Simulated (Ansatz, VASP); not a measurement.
**BN in two plane-wave programs**

One calculation is typed for both programs; each brings its own data sets and cutoff. How far apart do they land? Other levels of theory on this material are compared in a session of their own.

Calculated with Ansatz 0.2.0; plane waves, with VASP 6.6.1 beside it; band structure at PBE and band structure at r2SCAN.

## (1) Starting point

It takes space group P6_3/mmc (No. 194, hexagonal). Conventional cell: a = 2.504 Å, b = 2.504 Å, c = 6.661 Å, α = 90.00°, β = 90.00°, γ = 120.00°. Nearest to B lie 3 N at 1.45 Å. Nearest to N lie 3 B at 1.45 Å. Farther neighbours and most contacts between anions are not listed.

As a file:

```cif
data_structure
_symmetry_space_group_name_H-M 'P6_3/mmc'
_symmetry_Int_Tables_number 194
_cell_length_a 2.5040
_cell_length_b 2.5040
_cell_length_c 6.6612
_cell_angle_alpha 90.000
_cell_angle_beta 90.000
_cell_angle_gamma 120.000
_cell_volume 36.17
loop_
_atom_site_label
_atom_site_type_symbol
_atom_site_symmetry_multiplicity
_atom_site_Wyckoff_symbol
_atom_site_fract_x
_atom_site_fract_y
_atom_site_fract_z
_atom_site_occupancy
B1 B 2 c 0.33333 0.66667 0.25000 1
N1 N 2 d 0.33333 0.66667 0.75000 1
```

## (2) VASP: band structure, PBE

Levels along a path test the potential and the projectors away from the mesh points.

Lines of VASP's logs that name or quote its potential files are left out, and so is its time.

Input file INCAR:

```
SYSTEM = BN
PREC = Accurate
ENCUT = 520
EDIFF = 1E-06
NELM = 100
ISMEAR = 0
SIGMA = 0.02
LREAL = .FALSE.
ALGO = Normal
GGA = PE
NBANDS = 22
LORBIT = 11
LWAVE = .FALSE.
LCHARG = .FALSE.
KPAR = 8
```

Input file POSCAR:

```
BN
1.0
    2.5039900000      0.0000000000      0.0000000000
   -1.2519950000      2.1685189508      0.0000000000
    0.0000000000      0.0000000000      6.6612000000
B N
2 2
Direct
    0.3333333333      0.6666666667      0.2500000000
    0.6666666667      0.3333333333      0.7500000000
    0.3333333333      0.6666666667      0.7500000000
    0.6666666667      0.3333333333      0.2500000000
```

Input file KPOINTS:

```
Automatic mesh
0
Gamma
6 6 2
0 0 0
```

Input file KPOINTS_OPT:

```
Line mode
16
Line-mode
Reciprocal
  0.00000000   0.00000000   0.00000000 GAMMA
  0.50000000   0.00000000   0.00000000 M

  0.50000000   0.00000000   0.00000000 M
  0.33333333   0.33333333   0.00000000 K

  0.33333333   0.33333333   0.00000000 K
  0.00000000   0.00000000   0.00000000 GAMMA

  0.00000000   0.00000000   0.00000000 GAMMA
  0.00000000   0.00000000   0.50000000 A

  0.00000000   0.00000000   0.50000000 A
  0.50000000   0.00000000   0.50000000 L

  0.50000000   0.00000000   0.50000000 L
  0.33333333   0.33333333   0.50000000 H

  0.33333333   0.33333333   0.50000000 H
  0.00000000   0.00000000   0.50000000 A

  0.50000000   0.00000000   0.50000000 L
  0.50000000   0.00000000   0.00000000 M

  0.33333333   0.33333333   0.00000000 K
  0.33333333   0.33333333   0.50000000 H
```

The projector-augmented-wave data sets are B and N (PBE family, release 64).

Run with:

```bash
$ mpirun -np 8 vasp_std
```

Numbers of over 12 decimals in the logs are rounded to 6 here.

What it wrote:

```text
[banner, memory and clock lines left out]
running    8 mpi-ranks, on    1 nodes
 distrk:  each k-point on    1 cores,    8 groups
 distr:  one band on    1 cores,    1 groups

 POSCAR found type information on POSCAR B N
 POSCAR found :  2 types and       4 ions
|                                                                             |
|           W    W    AA    RRRRR   N    N  II  N    N   GGGG   !!!           |
|           W    W   A  A   R    R  NN   N  II  NN   N  G    G  !!!           |
|           W    W  A    A  R    R  N N  N  II  N N  N  G       !!!           |
|           W WW W  AAAAAA  RRRRR   N  N N  II  N  N N  G  GGG   !            |
|           WW  WW  A    A  R   R   N   NN  II  N   NN  G    G                |
|           W    W  A    A  R    R  N    N  II  N    N   GGGG   !!!           |
|                                                                             |
|     For optimal performance we recommend to set                             |
|       NCORE = 2 up to number-of-cores-per-socket                            |
|     NCORE specifies how many cores store one orbital (NPAR=cpu/NCORE).      |
|     This setting can greatly improve the performance of VASP for DFT.       |
|     The default, NCORE=1 might be grossly inefficient on modern             |
|     multi-core architectures or massively parallel machines. Do your        |
|     Unfortunately you need to use the default for GW and RPA                |
|     calculations (for HF NCORE is supported but not extensively tested      |
|     yet).                                                                   |
|                                                                             |

 LDA part: xc-table for (Slater+PW92), standard interpolation
 POSCAR, INCAR and KPOINTS ok, starting setup
 FFT: planning ... GRIDC
 FFT: planning ... GRID_SOFT
 FFT: planning ... GRID
 WAVECAR not read
 entering main loop
       N       E                     dE             d eps       ncg     rms          rms(c)
DAV:   1     0.430856522491E+02    0.43086E+02   -0.75887E+03   616   0.674E+02
DAV:   2    -0.361634500283E+02   -0.79249E+02   -0.74032E+02   802   0.184E+02
DAV:   3    -0.387062449186E+02   -0.25428E+01   -0.25243E+01   776   0.292E+01
DAV:   4    -0.387179013086E+02   -0.11656E-01   -0.11656E-01   706   0.220E+00
DAV:   5    -0.387179641025E+02   -0.62794E-04   -0.62793E-04   760   0.140E-01    0.113E+01
DAV:   6    -0.355081841615E+02    0.32098E+01   -0.25956E+00   704   0.127E+01    0.505E+00
DAV:   7    -0.352234634558E+02    0.28472E+00   -0.49844E-01   726   0.441E+00    0.320E+00
DAV:   8    -0.351483180181E+02    0.75145E-01   -0.15613E-01   732   0.228E+00    0.409E-01
DAV:   9    -0.351460585735E+02    0.22594E-02   -0.67888E-03   692   0.628E-01    0.206E-01
DAV:  10    -0.351470483147E+02   -0.98974E-03   -0.12453E-03   666   0.205E-01    0.373E-02
DAV:  11    -0.351470867583E+02   -0.38444E-04   -0.47705E-05   762   0.502E-02    0.198E-02
DAV:  12    -0.351471138102E+02   -0.27052E-04   -0.30747E-05   646   0.286E-02    0.328E-03
DAV:  13    -0.351471142969E+02   -0.48668E-06   -0.39798E-07   678   0.377E-03
   1 F= -.35147114E+02 E0= -.35147114E+02  d E =-.476852E-12
 Start KPOINTS_OPT (optional k-point list driver)
k-point batch [1-14\144]
       N       E                     dE             ncg
DAV:   1     0.153612343022E+03   -0.41983E+04      616
DAV:   2    -0.990511482489E+03   -0.11441E+04      814
DAV:   3    -0.102949718220E+04   -0.38986E+02      768
DAV:   4    -0.102962860393E+04   -0.13142E+00      670
DAV:   5    -0.102962906784E+04   -0.46392E-03      764
DAV:   6    -0.102962907082E+04   -0.29746E-05      684
DAV:   7    -0.102962907084E+04   -0.22984E-07      646
[...]
k-point batch [141-144\144]
       N       E                     dE             ncg
DAV:   1     0.861037006215E+04   -0.35265E+04      176
DAV:   2     0.834330526406E+04   -0.26706E+03      214
DAV:   3     0.833541899225E+04   -0.78863E+01      224
DAV:   4     0.833538887425E+04   -0.30118E-01      188
DAV:   5     0.833538874965E+04   -0.12459E-03      208
DAV:   6     0.833538874892E+04   -0.72849E-06      204
```

From OUTCAR (step 2):

```text
ion  position               nearest neighbor table
   1  0.333  0.667  0.250-   4 1.45   4 1.45   4 1.45
   2  0.667  0.333  0.750-   3 1.45   3 1.45   3 1.45
   3  0.333  0.667  0.750-   2 1.45   2 1.45   2 1.45
   4  0.667  0.333  0.250-   1 1.45   1 1.45   1 1.45

  LATTYP: Found a hexagonal cell.
 ALAT       =     2.5039900000
 C/A-ratio  =     2.6602342661

 Subroutine GETGRP returns: Found 24 space group operations
 (whereof 12 operations were pure point group operations)

The static configuration has the point symmetry D_3d.
 The point group associated with its full space group is D_6h.

 Found     14 irreducible k-points:

   k-points           NKPTS =     14   k-points in BZ     NKDIM =     14   number of bands    NBANDS=     22

   dimension x,y,z NGX =    20 NGY =   20 NGZ =   50
   dimension x,y,z NGXF=    40 NGYF=   40 NGZF=  100

   ENCUT  =  520.0 eV  38.22 Ry    6.18 a.u.   4.66  4.66 12.39*2*pi/ulx,y,z

   NELECT =      16.0000    total number of electrons

 k-points in reciprocal lattice and weights: Automatic mesh
   0.00000000  0.00000000  0.00000000       0.014
   0.16666667  0.00000000  0.00000000       0.083
   0.33333333  0.00000000  0.00000000       0.083
   0.50000000  0.00000000  0.00000000       0.042
   0.16666667  0.16666667  0.00000000       0.083
   0.33333333  0.16666667  0.00000000       0.167
   0.33333333  0.33333333  0.00000000       0.028
   0.00000000  0.00000000  0.50000000       0.014
   0.16666667  0.00000000  0.50000000       0.083
[...]
0.33333333  0.16666667  0.50000000       0.167
   0.33333333  0.33333333  0.50000000       0.028

 average (electrostatic) potential at core
       1 -29.0109       2 -29.0109       3 -64.9120       4 -64.9120

 E-fermi :   2.3381

 k-point     1 :       0.0000    0.0000    0.0000
  band No.  band energies     occupation
    ...
      4      -1.8625      2.00000
      5       0.9224      2.00000
      6       0.9224      2.00000
      7       0.9584      2.00000
      8       0.9584      2.00000
      9       7.4906      0.00000
     10      12.5276      0.00000
     11      13.8056      0.00000
     12      13.8056      0.00000
     13      13.9262      0.00000
    ...

 k-point     2 :       0.1667    0.0000    0.0000
  band No.  band energies     occupation
    ...
      4      -1.2018      2.00000
      5      -1.0522      2.00000
      6      -1.0140      2.00000
      7       0.0282      2.00000
      8       0.0762      2.00000
      9       8.3897      0.00000
     10      12.0442      0.00000
     11      13.2445      0.00000
     12      13.3883      0.00000
     13      13.7539      0.00000
    ...

 k-point     3 :       0.3333    0.0000    0.0000
  band No.  band energies     occupation
    ...
      4      -4.5639      2.00000
      5      -1.3338      2.00000
      6      -1.2741      2.00000
      7      -1.1499      2.00000
      8       0.5507      2.00000
      9       9.1374      0.00000
     10       9.9409      0.00000
     11      10.4337      0.00000
     12      12.4962      0.00000
     13      13.7103      0.00000
    ...

  Total        0.8647834      0.8647834      0.6238508      0.0000000      0.0000000      0.0000000
  in kB       38.3062520     38.3062520     27.6339558      0.0000000      0.0000000      0.0000000
  external PRESSURE =      34.7488199 kB  Pullay stress =       0.0000000 kB

  energy-cutoff  :      520.00
  volume of cell :       36.17
      direct lattice vectors                 reciprocal lattice vectors
     2.503990000  0.000000000  0.000000000     0.399362617  0.230572115  0.000000000
    -1.251995000  2.168518951  0.000000000     0.000000000  0.461144229  0.000000000
     0.000000000  0.000000000  6.661200000     0.000000000  0.000000000  0.150123101

 POSITION                                       TOTAL-FORCE (eV/Angst)
 -----------------------------------------------------------------------------------
     -0.00000      1.44568      1.66530        -0.000000     -0.000000      0.000000
      1.25200      0.72284      4.99590         0.000000      0.000000      0.000000
     -0.00000      1.44568      4.99590        -0.000000     -0.000000      0.000000
      1.25200      0.72284      1.66530        -0.000000      0.000000      0.000000
 -----------------------------------------------------------------------------------
    total drift:                               -0.000000      0.000000      0.000000

  FREE ENERGIE OF THE ION-ELECTRON SYSTEM (eV)
  ---------------------------------------------------
  free  energy   TOTEN  =       -35.1471142969 eV

  energy  without entropy=      -35.1471142969  energy(sigma->0) =      -35.14711430

 total charge
# of ion       s       p       d       tot
------------------------------------------
    1        0.745   1.426   0.000   2.171
    2        0.745   1.426   0.000   2.171
    3        1.226   2.798   0.000   4.024
    4        1.226   2.798   0.000   4.024
--------------------------------------------------
tot          3.941   8.449   0.000  12.389

[... 3 further parts left out ...]
```

The run ends at a pressure of 3.47 GPa.

## (3) Ansatz: band structure, PBE

Ansatz runs on its default PAW (the set named soft_2) files.

The same cell, functional, mesh and smearing now go to Ansatz, which takes its cutoff from its data sets.

Input file input.yaml:

```yaml
crystal:
  lattice:
    - [2.50399, 0.0, 0.0]
    - [-1.251995, 2.1685189508, 0.0]
    - [0.0, 0.0, 6.6612]
  atoms:
    - { symbol: B, position: [0.3333333333, 0.6666666667, 0.25] }
    - { symbol: B, position: [0.6666666667, 0.3333333333, 0.75] }
    - { symbol: "N", position: [0.3333333333, 0.6666666667, 0.75] }
    - { symbol: "N", position: [0.6666666667, 0.3333333333, 0.25] }
hamiltonian:
  xc: pbe
  pseudopotentials: { kind: paw }
kpoints:
  mp_grid: { grid: [6, 6, 2] }
  band_path:
    path:
      - [0.0, 0.0, 0.0]
      - [0.13333, 0.0, 0.0]
      - [0.3, 0.0, 0.0]
      - [0.46667, 0.0, 0.0]
      - [0.5, 0.0, 0.0]
      - [0.46667, 0.06667, 0.0]
      - [0.41111, 0.17778, 0.0]
      - [0.35556, 0.28889, 0.0]
      - [0.31111, 0.31111, 0.0]
      - [0.28889, 0.28889, 0.0]
      - [0.17778, 0.17778, 0.0]
      - [0.06667, 0.06667, 0.0]
      - [0.0, 0.0, 0.03333]
      - [0.0, 0.0, 0.2]
      - [0.0, 0.0, 0.36667]
      - [0.0, 0.0, 0.5]
      - [0.16667, 0.0, 0.5]
      - [0.3, 0.0, 0.5]
      - [0.46667, 0.0, 0.5]
      - [0.46667, 0.06667, 0.5]
      - [0.41111, 0.17778, 0.5]
      - [0.35556, 0.28889, 0.5]
      - [0.28889, 0.28889, 0.5]
      - [0.17778, 0.17778, 0.5]
      - [0.06667, 0.06667, 0.5]
      - [0.5, 0.0, 0.46667]
      - [0.5, 0.0, 0.3]
      - [0.5, 0.0, 0.13333]
      - [0.33333, 0.33333, 0.0]
      - [0.33333, 0.33333, 0.16667]
      - [0.33333, 0.33333, 0.33333]
      - [0.33333, 0.33333, 0.5]
    npoints: 1
scf:
  occupations: { method: gaussian, width: 0.02 }
  n_extra_bands: 8
output:
  forces: true
  stress: true
  eigenvalues: true
```

Run with:

```bash
$ ansatz run input.yaml --threads 2 --pin off --max-ram 4608MiB --backend cpu --events-out ev --progress --plain --runs-dir out
```

What it wrote:

```text
scf.n_extra_bands = 8 over 8 filled bands (N_el = 16.0): the run solves 16 bands
Engine: ansatz 0.2.0, aarch64-unknown-linux-gnu
Pseudopotentials: kind: paw
Pseudopotential: B, paw, valence charge 3, recommended cutoff 420 eV (normal), B.paw.azcp
Pseudopotential: N, paw, valence charge 5, recommended cutoff 420 eV (normal), N.paw.azcp
Functional definition: PBE
  parameter kappa = 0.804
  parameter beta = 0.066725
  exchange = pbe_x(kappa = kappa, mu = beta*pi^2/3)
  correlation = pbe_c(beta = beta)
Crystal: 4 atoms, lattice volume = 36.170 Å³
Basis set: ecut = 420 eV, 713 PW (Γ), exchange–correlation on 36×36×90 points (8 copies of the dense FFT grid, shifted against one another)
Bands: 16, of which v1, the nominal top of the filled ones, is band 8 counted from 1 (7 counted from 0)
Symmetry: 24 space group operations
Space group: P63/mmc (ITA 194), of the structure as read, at distance tolerance 3.3e-5 Å
k-points: 14 of 72
Non-local potential: B, projectors of the file, l = 0: 2, l = 1: 2, l = 2: 1
Non-local potential: N, projectors of the file, l = 0: 2, l = 1: 2, l = 2: 1
PAW form: soft (Blöchl's): semilocal exchange-correlation on the pseudo side does not see the compensation charge
PAW one-centre angular grid: B, 110 points (default); XC on 64 Gauss nodes
PAW one-centre angular grid: N, 110 points (default); XC on 64 Gauss nodes
Initial density: superposition of atomic densities (neutral atoms: chi_scale 0, normalization atom), corrected by the library's trained network
Initial wavefunctions: pseudopotential atomic-orbital guess
Functional: x = pbe(κ = 0.804, μ = 0.219515), c = pbe(β = 0.066725)
SCF iter   1: F=—  HF=-1084.806403 eV  |F-HF|=—  |Δ(HF+E_count)|=         —  Δρ=1.48e-3  dr2=2.02e-4  ethr=1.77e-3  ⟨swp⟩=6.0  Hψ=1170  notcnv=0
preconditioner: auto → none  [insulator: Δε(μ)=4.282 eV  Ē_g=18.663 eV  σ=0.020 eV  W_gap=1.00  n_scr=4 (ndim 8)  ℏωp=24.7 eV  f_vac=0.023  D(μ)=0.00/eV (n_scr^D=0)  ε∞_Penn≈2.8]
SCF iter   2: F=—  HF=-1084.807752 eV  |F-HF|=—  |Δ(HF+E_count)|=   1.35e-3  Δρ=7.60e-4  dr2=3.76e-5  ethr=1.26e-6  ⟨swp⟩=2.0  Hψ=509  notcnv=0  defer=29
SCF iter   3: F=—  HF=-1084.808060 eV  |F-HF|=—  |Δ(HF+E_count)|=   3.08e-4  Δρ=3.26e-4  dr2=8.23e-6  ethr=2.35e-7  ⟨swp⟩=2.1  Hψ=312  notcnv=0  defer=29
SCF iter   4: F=—  HF=-1084.808123 eV  |F-HF|=—  |Δ(HF+E_count)|=   6.38e-5  Δρ=2.49e-5  dr2=1.02e-7  ethr=5.14e-8  ⟨swp⟩=2.1  Hψ=307  notcnv=0  defer=29
iter 5 did not close the SCF: its close was put off for the readings that it lacked (scf_convergence_deferred on its scf_iter line)
SCF iter   5: F=-1084.808123 eV  HF=-1084.808123 eV  |F-HF|=3.17e-8  |Δ(HF+E_count)|=   1.20e-7  Δρ=8.80e-6  dr2=8.93e-9  ethr=6.35e-10  ⟨swp⟩=2.6  Hψ=302  notcnv=0  defer=29
SCF iter   6: F=-1084.808123 eV  HF=-1084.808123 eV  |F-HF|=2.59e-11  |Δ(HF+E_count)|=   3.53e-8  Δρ=8.79e-7  dr2=1.66e-10  ethr=5.58e-11  ⟨swp⟩=5.1  Hψ=849  notcnv=0
SCF 1 converged in 6 iterations: F = -1084.808123 eV  dr2 = 1.66e-10
  greatest PAW one-centre occupation: 0.797 electrons in one spin orbital (limit 2), on the N atom at site 3 (counted from 0), in its partial waves of l = 0
NSCF: frozen V_eff on 32 k-points
SCF converged after 6 iterations
Free energy (F): -1084.808123 eV
Harris-Foulkes:  -1084.808123 eV  (|F-HF|=2.59e-11)
Internal energy: -1084.808123 eV  (E = F + TS)
E sigma→0 (E₀):  -1084.808123 eV
Fermi energy:    6.856552 eV
--- Per-component energies (eV) ---
  E_band       = -38.470092
  E_kinetic    = 366.932443
  E_local      = -696.329792  (includes V_loc(G=0)·N_el)
  E_nonlocal   = 115.657003
  E_hartree    = 224.907925
  E_xc         = -184.451672
  E_vxc        = -228.845996  (∫ρ·V_xc dr)
  E_paw        = -413.649011  (= ΣΔE_a)
  E_vpaw       = -45.699899  (= ΣTr[D̂ρ^β])
  E_aug_tail   = 0.000204  (compensation charges beyond the density's cutoff)
  E_ewald      = -497.875223
  E_smearing   = -0.000000  (= −TS)
  E_closure    = -0.000000  (closes the sum)
  Σ components = -1084.808123   (vs F -1084.808123, Δ=0.00e0)
--- Forces (eV/Å), atoms counted from 1 ---
  atom   1  B      0.00000000    -0.00000000    -0.00000000
  atom   2  B      0.00000000     0.00000000     0.00000000
  atom   3  N      0.00000000    -0.00000000     0.00000000
  atom   4  N     -0.00000000     0.00000000    -0.00000000
  max |Σ_I F_I| component: 1.39e-16 eV/Å
--- Stress (GPa, compression-positive) ---
        3.520583      -0.000000      -0.000000
       -0.000000       3.520583       0.000000
       -0.000000       0.000000       2.899523
  P = ⅓ Tr σ = 3.3136 GPa (33.136 kbar)
--- Band table (eV; the first three rows and the last of 14) ---
  k-point 0: bands = [... 4 lower, 3.3841, 3.3841, 3.4189, 3.4189, 9.9564, 14.9925, 16.2902, 16.2902, ... 4 higher]
  k-point 1: bands = [... 4 lower, 3.4018, 3.4018, 3.4018, 3.4018, 12.3024, 12.3024, 16.3495, 16.3495, ... 4 higher]
  k-point 2: bands = [... 4 lower, 1.4094, 1.4475, 2.4891, 2.5366, 10.8559, 14.5103, 15.7186, 15.8539, ... 4 higher]
  k-point 13: bands = [... 4 lower, -2.4365, -2.4365, 4.7123, 4.7123, 9.3593, 9.3593, 16.7365, 16.7365, ... 4 higher]
```

Wall time 0.55 s (2 threads of Arm Neoverse V2, shared host); peak memory 0.31 GiB; 0.96 s of CPU time.

The column dr2 measures how far the density is from self-consistency, as an energy; F and HF (Harris–Foulkes) agree once it is small.

## (4) Comparison

Known differences besides the potentials themselves: the cutoff is 420 eV in Ansatz and 520 eV in VASP; VASP leaves aspherical gradient terms in its spheres out (LASPH is not set), Ansatz keeps them. Total energies have different zeros and are not compared.

The two programs side by side:

| quantity | Ansatz | VASP | difference |
| --- | --- | --- | --- |
| pressure (GPa) | 3.31 | 3.47 | -0.16 |
| pressure without Ansatz's Pulay correction (GPa) | 2.73 | 3.47 | -0.75 |
| gap over the path points (eV) | 4.249 | 4.235 | +0.014 |

Levels at points of the path, from each program's valence-band top (eV; 4 filled, then empty):

| k (reciprocal lattice) | Ansatz | VASP |
| --- | --- | --- |
| 0.000 0.000 0.000 | -1.37 -1.37 -1.33 -1.33 5.20 10.24 11.54 | -1.36 -1.36 -1.33 -1.33 5.21 10.24 11.52 |
| 0.133 0.000 0.000 | -2.70 -2.67 -1.98 -1.94 5.80 9.97 11.14 | -2.70 -2.67 -1.98 -1.93 5.80 9.97 11.13 |
| 0.300 0.000 0.000 | -3.93 -3.40 -3.34 -2.13 7.67 7.70 8.28 | -3.93 -3.39 -3.33 -2.14 7.67 7.70 8.28 |
| 0.467 0.000 0.000 | -4.16 -4.10 -1.60 -0.53 4.38 5.71 9.44 | -4.15 -4.09 -1.61 -0.53 4.37 5.70 9.44 |
| 0.500 0.000 0.000 | -4.18 -4.12 -1.47 -0.48 4.25 5.60 9.50 | -4.17 -4.11 -1.47 -0.48 4.24 5.59 9.50 |
| 0.467 0.067 0.000 | -4.44 -4.38 -1.40 -0.43 4.29 5.57 9.83 | -4.43 -4.37 -1.40 -0.43 4.28 5.56 9.83 |
| 0.411 0.178 0.000 | -5.68 -5.61 -0.98 -0.18 4.51 5.39 11.37 | -5.68 -5.60 -0.98 -0.18 4.49 5.38 11.38 |
| 0.356 0.289 0.000 | -7.00 -6.96 -0.34 -0.01 4.72 4.98 10.91 | -6.99 -6.96 -0.34 -0.01 4.71 4.97 10.90 |
| 0.311 0.311 0.000 | -7.02 -7.00 -0.38 0.00 4.75 4.99 10.90 | -7.02 -7.00 -0.38 0.00 4.74 4.98 10.89 |
| 0.289 0.289 0.000 | -6.68 -6.65 -0.80 -0.04 4.86 5.29 11.26 | -6.68 -6.64 -0.80 -0.04 4.84 5.28 11.25 |

Among the levels compared at these points, filled levels agree within 10 meV and empty ones within 19 meV. Ansatz's pressure holds a Pulay correction of 0.59 GPa; VASP's holds none.

[end of part 1 of 2]

[Lines on the potential files, build, host, timing and source positions are cut from VASP's logs without a mark.]

[Logs are printed without paths, hosts, clocks, repeated set-up lines and the standing remarks that a program may print on its own settings, such as how far it seeks lower states.]

[Hosts, paths, dates, database ids (printed as entryN), source tags and the programs' standing remarks are cut or masked in the printed files.]
